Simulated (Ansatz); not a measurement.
Space group P3_221 (No. 154). a = 4.038 Å, b = 4.038 Å, c = 5.121 Å, α = 90.00°, β = 90.00°, γ = 120.00°
```csv
atom,site,symmetry,x,y,z
Se,3b,.2.,0.2487,0.0000,0.1667
```

Equation of state of this Se structure (not necessarily the ground state), with shape and atoms relaxed at each volume where symmetry leaves them free. These are results of DFT PBEsol, scalar-relativistic, plane waves, PAW (Ansatz 0.2.0), not measurements.

Plane waves to 420 eV, a k mesh through Γ of 12×12×8 on the computed 3-atom cell and Gaussian smearing (0.02 eV); no spin polarisation.

| V (Å³/atom) | E − E(largest V) (meV/atom) | P (GPa) | gap on mesh (eV) |
| --- | --- | --- | --- |
| 22.665 | 2.58 | 1.91 | 0.23 |
| 23.389 | -3.29 | 0.84 | 0.34 |
| 24.112 | -4.99 | 0.00 | 0.45 |
| 24.836 | -3.60 | -0.54 | 0.52 |
| 25.559 | 0.00 | -0.96 | 0.59 |

Question: Fit a third-order Birch–Murnaghan equation to E(V).

Answer: V0 = 24.11 Å³/atom, B0 = 23 GPa, B0' = 9.6. B0' is unusual or poorly fixed by this range.